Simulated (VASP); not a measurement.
# TePb (Fm-3m) in VASP: notebook

The runs below take TePb through single point, with PBE, LDA, PBEsol.

Everything below comes from runs of VASP 6.6.1. Logs are shortened: lines on timing, memory, paths and dates and some standing lists are left out, and cuts for length are marked.

**Measured values to compare with.**

A printed reference work, monograph reports, for a bulk crystal of TePb at 4.2 K: band gap 0.19 eV (direct).

How close the calculation comes is told below.

## Step 1: The cell of the first run

Symmetry: Fm-3m, No. 225, cubic system. Conventional cell: a = 6.536 Å, b = 6.536 Å, c = 6.536 Å, α = 90.00°, β = 90.00°, γ = 90.00°. Te (site symmetry m-3m) has 6 Pb at 3.27 Å within 4.3 Å. Pb (site symmetry m-3m) has 6 Te at 3.27 Å within 4.3 Å.

## Step 2: Single point, PBE

INCAR reads:

```
SYSTEM = TePb
ALGO     = Normal         ! electronic algorithm
EDIFF    = 1E-6           ! SCF threshold, eV
ENCUT    = 520            ! plane-wave cutoff, eV
GGA      = PE             ! functional
ISIF     = 2              ! what is computed and relaxed
ISMEAR   = 0              ! smearing method
LASPH    = .True.         ! aspherical terms in the spheres
LCHARG   = .True.         ! write CHGCAR
LELF     = .True.         ! ELF
LREAL    = .False.        ! projectors in reciprocal space
LVHAR    = .True.       
LWAVE    = .False.        ! write WAVECAR
NBANDS   = 17             ! bands
NELM     = 60             ! most SCF steps
PREC     = Accurate       ! precision mode
SIGMA    = 0.01           ! smearing width, eV
```

KPOINTS reads:

```
k-points
0
Gamma
  4 4 4
  0 0 0
```

POSCAR reads:

```
TePb
1.0
    0.0000000000      3.2678555452      3.2678555452
    3.2678555452      0.0000000000      3.2678555452
    3.2678555452      3.2678555452      0.0000000000
Te Pb
1 1
Direct
    0.5000000000      0.5000000000      0.5000000000
    0.0000000000      0.0000000000      0.0000000000
```

Potentials or basis: VASP PAW PBE potentials, release 64 (Te, Pb_d).

Launch:

```
cat potpaw_PBE.64/Te/POTCAR potpaw_PBE.64/Pb_d/POTCAR > POTCAR
mpirun -np 1 vasp_std > vasp.out
```

OUTCAR:

```text
SYSTEM = TePb
   EDIFF = 1E-6
   ENCUT = 520
   GGA = PE
   ISIF = 2
   ISMEAR = 0
   LASPH = .True.
   LREAL = .False.
   NELM = 60
   PREC = Accurate

 ion  position               nearest neighbor table
   1  0.500  0.500  0.500-   2 3.27   2 3.27   2 3.27   2 3.27   2 3.27   2 3.27
   2  0.000  0.000  0.000-   1 3.27   1 3.27   1 3.27   1 3.27   1 3.27   1 3.27

  LATTYP: Found a face centered cubic cell.
 ALAT       =     6.5357110904

  Lattice vectors:

 A1 = (   0.0000000000,   3.2678555452,   3.2678555452)
 A2 = (   3.2678555452,   0.0000000000,   3.2678555452)
 A3 = (   3.2678555452,   3.2678555452,   0.0000000000)

Analysis of symmetry for initial positions (statically):
=====================================================================
 Subroutine PRICEL returns:
 Original cell was already a primitive cell.

 Routine SETGRP: Setting up the symmetry group for a
 face centered cubic supercell.

 Subroutine GETGRP returns: Found 48 space group operations
 (whereof 48 operations were pure point group operations)
 out of a pool of 48 trial point group operations.

The static configuration has the point symmetry O_h .

Analysis of symmetry for dynamics (positions and initial velocities):
=====================================================================
 Subroutine PRICEL returns:
 Original cell was already a primitive cell.

 Routine SETGRP: Setting up the symmetry group for a
 face centered cubic supercell.

 Subroutine GETGRP returns: Found 48 space group operations
 (whereof 48 operations were pure point group operations)
 out of a pool of 48 trial point group operations.

The dynamic configuration has the point symmetry O_h .

 Subroutine INISYM returns: Found 48 space group operations
 (whereof 48 operations are pure point group operations),
 and found     1 'primitive' translations

----------------------------------------------------------------------------------------

                                     Primitive cell

  volume of cell :      69.7941

  direct lattice vectors                    reciprocal lattice vectors
     0.000000000  3.267855545  3.267855545    -0.153005539  0.153005539  0.153005539
     3.267855545  0.000000000  3.267855545     0.153005539 -0.153005539  0.153005539
     3.267855545  3.267855545  0.000000000     0.153005539  0.153005539 -0.153005539

  length of vectors
     4.621445632  4.621445632  4.621445632     0.265013368  0.265013368  0.265013368

  position of ions in fractional coordinates (direct lattice)
     0.500000000  0.500000000  0.500000000
     0.000000000  0.000000000  0.000000000

  ion indices of the primitive-cell ions
   primitive index   ion index
                 1           1
                 2           2

----------------------------------------------------------------------------------------

 KPOINTS: k-points

Automatic generation of k-mesh.
 Grid dimensions read from file:
 generate k-points for:    4    4    4

 Generating k-lattice:

  Cartesian coordinates                     Fractional coordinates (reciprocal lattice)
    -0.038251385  0.038251385  0.038251385     0.250000000  0.000000000  0.000000000
     0.038251385 -0.038251385  0.038251385     0.000000000  0.250000000  0.000000000
     0.038251385  0.038251385 -0.038251385     0.000000000  0.000000000  0.250000000

  Length of vectors
     0.066253342  0.066253342  0.066253342

  Shift w.r.t. Gamma in fractional coordinates (k-lattice)
     0.000000000  0.000000000  0.000000000

 Subroutine IBZKPT returns following result:
 ===========================================

 Found      8 irreducible k-points:

 Following reciprocal coordinates:
            Coordinates               Weight
  0.000000  0.000000  0.000000      1.000000
  0.250000  0.000000  0.000000      8.000000
  0.500000  0.000000  0.000000      4.000000
  0.250000  0.250000  0.000000      6.000000
  0.500000  0.250000  0.000000     24.000000
 -0.250000  0.250000  0.000000     12.000000
  0.500000  0.500000  0.000000      3.000000
 -0.250000  0.500000  0.250000      6.000000
   k-points           NKPTS =      8   k-points in BZ     NKDIM =      8   number of bands    NBANDS=     17
   number of dos      NEDOS =    301   number of ions     NIONS =      2
   total plane-waves  NPLWV =  46656
   dimension x,y,z NGX =    36 NGY =   36 NGZ =   36
   dimension x,y,z NGXF=    72 NGYF=   72 NGZF=   72
   ions per type =               1   1
   NGX,Y,Z   is equivalent  to a cutoff of  12.95, 12.95, 12.95 a.u.
   NGXF,Y,Z  is equivalent  to a cutoff of  25.90, 25.90, 25.90 a.u.
 SYSTEM =  TePb
   PREC   = accura    normal or accurate (medium, high low for compatibility)
   ISTART =      0    job   : 0-new  1-cont  2-samecut
   ICHARG =      2    charge: 1-file 2-atom 10-const
   ISPIN  =      1    spin polarized calculation?
   LNONCOLLINEAR =      F non collinear calculations
   LSORBIT =      F    spin-orbit coupling
   LASPH  =      T    aspherical Exc in radial PAW
[... 32 lines left out ...]
   LRPA    =     F    only Hartree local field effects (RPA)
 non-spin polarized calculation
 Gauss-broadening in eV      SIGMA  =   0.01
  energy-cutoff  :      520.00
  volume of cell :       69.79
 maximum number of plane-waves:      1893
 NGX is ok and might be reduce to    36
   NGX = 17   NGY = 17   NGZ = 17

 number of electron      20.0000002 magnetization

 Free energy of the ion-electron system (eV)
  ---------------------------------------------------
  ext. energy  EPLUGINS =         0.00000000
  ---------------------------------------------------
  free energy    TOTEN  =        -7.51353612 eV

  energy without entropy =       -7.51353612  energy(sigma->0) =       -7.51353612

 E-fermi :   5.2850     XC(G=0):  -9.1512

 val. band max:        5.1834937693   @ k =   0.5000   0.0000   0.0000
 cond. band min:       5.9866688812   @ k =   0.5000   0.0000   0.0000
 fundamental gap:      0.8031751119
 Fermi energy:         5.2849835896

 k-point     1 :       0.0000    0.0000    0.0000
  band No.  band energies     occupation
      1     -11.4848      2.00000
      2     -11.4848      2.00000
      3     -11.4778      2.00000
      4     -11.4778      2.00000
      5     -11.4778      2.00000
      6      -6.5523      2.00000
[... 9 lines left out ...]
     16      11.0640      0.00000
     17      12.6566      0.00000

 k-point     2 :       0.2500    0.0000    0.0000
  band No.  band energies     occupation
      1     -11.4908      2.00000
      2     -11.4908      2.00000
      3     -11.4766      2.00000
      4     -11.4706      2.00000
      5     -11.4706      2.00000
      6      -6.0591      2.00000
[... 9 lines left out ...]
     16      12.1279      0.00000
     17      15.3357      0.00000

 k-point     3 :       0.5000    0.0000    0.0000
  band No.  band energies     occupation
      1     -11.4974      2.00000
      2     -11.4974      2.00000
      3     -11.4755      2.00000
      4     -11.4627      2.00000
      5     -11.4627      2.00000
      6      -5.2047      2.00000
[... 9 lines left out ...]
     16      14.4424      0.00000
     17      14.4424      0.00000

 k-point     4 :       0.2500    0.2500    0.0000
  band No.  band energies     occupation
      1     -11.5061      2.00000
      2     -11.4820      2.00000
      3     -11.4800      2.00000
      4     -11.4670      2.00000
      5     -11.4670      2.00000
      6      -5.9073      2.00000
[... 9 lines left out ...]
     16      13.6158      0.00000
     17      13.6208      0.00000

 k-point     5 :       0.5000    0.2500    0.0000
  band No.  band energies     occupation
      1     -11.5157      2.00000
      2     -11.4856      2.00000
      3     -11.4778      2.00000
      4     -11.4634      2.00000
      5     -11.4597      2.00000
      6      -5.1194      2.00000
[... 9 lines left out ...]
     16      14.8561      0.00000
     17      15.5956      0.00000

 k-point     6 :      -0.2500    0.2500    0.0000
  band No.  band energies     occupation
      1     -11.5008      2.00000
      2     -11.4936      2.00000
      3     -11.4720      2.00000
      4     -11.4671      2.00000
      5     -11.4662      2.00000
      6      -5.3738      2.00000
[... 9 lines left out ...]
     16      13.7487      0.00000
     17      14.5316      0.00000

 k-point     7 :       0.5000    0.5000    0.0000
  band No.  band energies     occupation
      1     -11.5362      2.00000
      2     -11.4863      2.00000
      3     -11.4751      2.00000
      4     -11.4553      2.00000
      5     -11.4553      2.00000
      6      -4.9898      2.00000
[... 9 lines left out ...]
     16      15.9070      0.00000
     17      16.1644      0.00000

 k-point     8 :      -0.2500    0.5000    0.2500
  band No.  band energies     occupation
      1     -11.5210      2.00000
      2     -11.4859      2.00000
      3     -11.4713      2.00000
      4     -11.4713      2.00000
      5     -11.4554      2.00000
      6      -4.8422      2.00000
[... 9 lines left out ...]
     16      16.0909      0.00000
     17      16.1538      0.00000

------------------------ aborting loop because EDIFF is reached ----------------------------------------

  FORCE on cell =-STRESS in cart. coord.  units (eV):
  Direction    XX          YY          ZZ          XY          YZ          ZX
  --------------------------------------------------------------------------------------
  -------------------------------------------------------------------------------------
  Total        0.2428783      0.2428783      0.2428783     -0.0000000     -0.0000000      0.0000000
  in kB        5.5754616      5.5754616      5.5754616     -0.0000000     -0.0000000      0.0000000
  external PRESSURE =       5.5754616 kB  Pullay stress =       0.0000000 kB

 VOLUME and BASIS-vectors are now :
 -----------------------------------------------------------------------------
  energy-cutoff  :      520.00
  volume of cell :       69.79
      direct lattice vectors                 reciprocal lattice vectors
     0.000000000  3.267855545  3.267855545    -0.153005539  0.153005539  0.153005539
     3.267855545  0.000000000  3.267855545     0.153005539 -0.153005539  0.153005539
     3.267855545  3.267855545  0.000000000     0.153005539  0.153005539 -0.153005539

 POSITION                                       TOTAL-FORCE (eV/Angst)
 -----------------------------------------------------------------------------------
      3.26786      3.26786      3.26786         0.000000      0.000000      0.000000
      0.00000      0.00000      0.00000        -0.000000     -0.000000     -0.000000
 -----------------------------------------------------------------------------------
    total drift:                               -0.000000      0.000000      0.000000

  FREE ENERGIE OF THE ION-ELECTRON SYSTEM (eV)
  ---------------------------------------------------
  free  energy   TOTEN  =        -7.5135361175 eV

  energy  without entropy=       -7.5135361175  energy(sigma->0) =       -7.51353612
```

It took 9.5 s on 1 thread of Intel Xeon 6975P-C (Granite Rapids), shared host; peak memory 0.2 GiB.

Results:

| Quantity | Value |
| --- | --- |
| Free energy | -7.5135 eV |
| Pressure | 0.6 GPa |
| Band gap on the k mesh | 0.80 eV |

Levels at points of the mesh, in eV from the valence-band top:
| k point | band 7 | band 8 | band 9 | band 10 | band 11 | band 12 | band 13 | band 14 |
| --- | --- | --- | --- | --- | --- | --- | --- | --- |
| (0.00, 0.00, 0.00) | -5.68 | -1.21 | -1.21 | -1.21 | 4.04 | 4.04 | 4.04 | 5.88 |
| (0.50, 0.00, 0.00) | -8.41 | -0.78 | -0.78 | 0.00 | 0.80 | 1.36 | 1.36 | 8.35 |
| (0.50, 0.50, 0.00) | -7.24 | -4.23 | -2.60 | -2.60 | 3.44 | 5.36 | 5.36 | 6.52 |

Caveat: spin-orbit coupling is left out, which moves the levels of the heavy elements.

## Step 3: Single point, PBE

INCAR reads:

```
ALGO = Normal
EDIFF = 1E-6
ENCUT = 520
GGA = PE
ISIF = 2
ISMEAR = 0
LASPH = T
LCHARG = T
LELF = T
LREAL = F
LVHAR = T
LWAVE = F
NBANDS = 17
NELM = 60
PREC = Accurate
SIGMA = 0.01
```

KPOINTS reads:

```
k-points
0
Gamma
  4 4 4
```

POSCAR is that of step 2.

Potentials or basis: VASP PAW PBE potentials, release 64 (Te, Pb_d).

Launch:

```
cat potpaw_PBE.64/Te/POTCAR potpaw_PBE.64/Pb_d/POTCAR > POTCAR
mpirun -np 1 vasp_std > vasp.out
```

Run time: 6.7 s. Hardware: 1 thread of Intel Xeon 6975P-C (Granite Rapids), shared host; peak memory 0.2 GiB.

Results (log left out):

```yaml
Free_energy: -7.5135 eV
Pressure: 0.6 GPa
Band_gap_on_the_k_mesh: 0.80 eV
```

Levels at points of the mesh, in eV from the valence-band top:
```
           k point  band 8  band 9  band 10  band 11  band 12  band 13
(0.00, 0.00, 0.00)   -1.21   -1.21    -1.21     4.04     4.04     4.04
(0.50, 0.00, 0.00)   -0.78   -0.78     0.00     0.80     1.36     1.36
(0.50, 0.50, 0.00)   -4.23   -2.60    -2.60     3.44     5.36     5.36
```

Caveat: spin-orbit coupling is left out, which moves the levels of the heavy elements.

## Step 4: Single point, LDA

This run uses another cell than the first one, of 32.49 Å³/atom.

INCAR reads:

```
  PREC = Accurate
  ENCUT = 520
  EDIFF = 1E-6
  ISMEAR = -1
  SIGMA = 0.02
  LREAL = False
  LASPH = True
  NELM = 100
  ALGO = Normal
  ISIF = 2
  LWAVE = False
  LCHARG = False
  NBANDS = 17
```

KPOINTS reads:

```
Automatic mesh
0
Gamma
  6 6 6
```

POSCAR reads:

```
TePb
1.0
    0.0000000000      3.1908344294      3.1908344294
    3.1908344294      0.0000000000      3.1908344294
    3.1908344294      3.1908344294      0.0000000000
Te Pb
1 1
Direct
    0.5000000000      0.5000000000      0.5000000000
    0.0000000000      0.0000000000      0.0000000000
```

Potentials or basis: VASP PAW LDA potentials, release 64 (Te, Pb_d).

Launch:

```
cat potpaw_LDA.64/Te/POTCAR potpaw_LDA.64/Pb_d/POTCAR > POTCAR
mpirun -np 1 vasp_std > vasp.out
```

Run time: 7.6 s. Hardware: 1 thread of Intel Xeon 6975P-C (Granite Rapids), shared host; peak memory 0.17 GiB.

The run converged. Its results:

| Property | Result |
| --- | --- |
| Free energy | -8.7757 eV |
| Pressure | 0.1 GPa |
| Band gap on the k mesh | 0.56 eV |

Levels at points of the mesh, in eV from the valence-band top:
```csv
k point,band 8,band 9,band 10,band 11,band 12,band 13
"(0.00, 0.00, 0.00)",-1.50,-1.50,-1.50,4.02,4.02,4.02
"(0.50, 0.00, 0.00)",-0.99,-0.99,0.00,0.56,1.10,1.10
"(0.50, 0.50, 0.00)",-4.83,-3.04,-3.04,3.08,5.52,5.52
```

Caveat: spin-orbit coupling is left out, which moves the levels of the heavy elements.

## Step 5: Single point, PBEsol

This run uses another cell than the first one, of 33.44 Å³/atom.

INCAR reads:

```
SYSTEM = TePb
PREC = Accurate ; ENCUT = 520
EDIFF = 1E-6 ; ISMEAR = -1
SIGMA = 0.02 ; LREAL = .False.
LASPH = .True. ; NELM = 80
ALGO = Normal ; ISIF = 2
LWAVE = .False. ; LCHARG = .False.
GGA = PS ; NBANDS = 17
```

KPOINTS reads:

```
regular mesh
0
Gamma
  6 6 6
  0 0 0
```

POSCAR reads:

```
TePb
1.0
    0.0000000000      3.2218049936      3.2218049936
    3.2218049936      0.0000000000      3.2218049936
    3.2218049936      3.2218049936      0.0000000000
Te Pb
1 1
Direct
    0.5000000000      0.5000000000      0.5000000000
    0.0000000000      0.0000000000      0.0000000000
```

Potentials or basis: VASP PAW PBE potentials, release 64 (Te, Pb_d).

Launch:

```
cat potpaw_PBE.64/Te/POTCAR potpaw_PBE.64/Pb_d/POTCAR > POTCAR
mpirun -np 1 vasp_std > vasp.out
```

It took 9.4 s on 1 thread of Intel Xeon 6975P-C (Granite Rapids), shared host; peak memory 0.2 GiB.

The run converged. Its results:

```
Free energy            : -8.2601 eV
Pressure               : 0.0 GPa
Band gap on the k mesh : 0.65 eV
```

Levels at points of the mesh, in eV from the valence-band top:
| k point | band 6 | band 7 | band 8 | band 9 | band 10 | band 11 | band 12 | band 13 | band 14 | band 15 |
| --- | --- | --- | --- | --- | --- | --- | --- | --- | --- | --- |
| (0.00, 0.00, 0.00) | -12.11 | -5.59 | -1.37 | -1.37 | -1.37 | 4.07 | 4.07 | 4.07 | 5.74 | 5.74 |
| (0.50, 0.00, 0.00) | -10.64 | -8.65 | -0.90 | -0.90 | 0.00 | 0.65 | 1.22 | 1.22 | 8.30 | 9.21 |
| (0.50, 0.50, 0.00) | -10.38 | -7.32 | -4.59 | -2.85 | -2.85 | 3.17 | 5.49 | 5.49 | 6.73 | 10.15 |

Caveat: the PAW data sets were made with another functional, which shifts forces and pressure a little; spin-orbit coupling is left out, which moves the levels of the heavy elements.

## Step 6: The runs side by side

| level | potentials or basis | cell | k mesh | smearing | gap on the mesh (eV) | pressure (GPa) |
| --- | --- | --- | --- | --- | --- | --- |
| PBE | VASP PAW PBE potentials, release 64 (Te, Pb_d) | a = 4.621 Å, angles 60.0°, 2 atoms | 4 × 4 × 4 | gaussian 0.01 eV | 0.80 | 0.6 |
| LDA | VASP PAW LDA potentials, release 64 (Te, Pb_d) | a = 4.513 Å, angles 60.0°, 2 atoms | 6 × 6 × 6 | fermi-dirac 0.02 eV | 0.56 | 0.1 |
| PBEsol | VASP PAW PBE potentials, release 64 (Te, Pb_d) | a = 4.556 Å, angles 60.0°, 2 atoms | 6 × 6 × 6 | fermi-dirac 0.02 eV | 0.65 | 0.0 |

Alike in all rows: task single point; no spin polarisation; cutoff (eV) 520.

Caveats: spin-orbit coupling is left out, which moves the levels of the heavy elements; the PAW data sets were made with another functional, which shifts forces and pressure a little (at least some runs).

Total energies depend on the potentials used, so only differences within one code and one set of settings carry meaning.

## Step 7: Against experiment

Step 2. Against the measured gap of TePb, 0.19 eV (direct; 4.2 K; a printed reference work, monograph), the calculated 0.80 eV is off by +0.61 eV. Spin-orbit coupling on Pb, Te is left out. The value is that of PBE on a finite k mesh, which can miss the band edges, without temperature or zero-point motion.

Step 3. Against the measured gap of TePb, 0.19 eV (direct; 4.2 K; a printed reference work, monograph), the calculated 0.80 eV is off by +0.61 eV. Spin-orbit coupling on Pb, Te is left out. The value is that of PBE on a finite k mesh, which can miss the band edges, without temperature or zero-point motion.

Step 4. Measured gap of TePb: 0.19 eV (direct; 4.2 K; a printed reference work, monograph). This calculation gives 0.56 eV (+0.37 eV). Spin-orbit coupling on Pb, Te is left out. The value is that of LDA on a finite k mesh, which can miss the band edges, without temperature or zero-point motion.

Step 5. Measured gap of TePb: 0.19 eV (direct; 4.2 K; a printed reference work, monograph). This calculation gives 0.65 eV (+0.46 eV). Spin-orbit coupling on Pb, Te is left out. The value is that of PBEsol on a finite k mesh, which can miss the band edges, without temperature or zero-point motion.
